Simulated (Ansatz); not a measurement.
## MoP in Ansatz: the effect of functional

Crystal: MoP.

```xyz
2
Lattice="3.2230 0.0000 0.0000 -1.6115 2.7912 0.0000 0.0000 0.0000 3.1910" Properties=species:S:1:pos:R:3 pbc="T T T"
Mo    0.0000    0.0000    0.0000
P     0.0000    1.8608    1.5955
```

Alike in all runs:

* Program: Ansatz 0.2.0
* Task: single point
* Potentials or basis: all-electron PAW datasets made for the crystal
* k mesh: 8 × 8 × 6
* Occupations: fermi-dirac, width 0.05 eV
* Spin: no spin polarisation

```csv
functional,cutoff,pressure (GPa)
PBEsol,300 eV (chosen from the basis error),?
HSE06,290 eV (chosen from the basis error),-4.7
PBE0,290 eV (chosen from the basis error),-4.9
```

Problem. What does the run with functional PBEsol give?

Solution. Pressure -3.7 GPa.

Caveats: the k mesh is thin for a metal, which can move the energy by tens of meV per atom.

The runs don't all hold the same shells in valence.
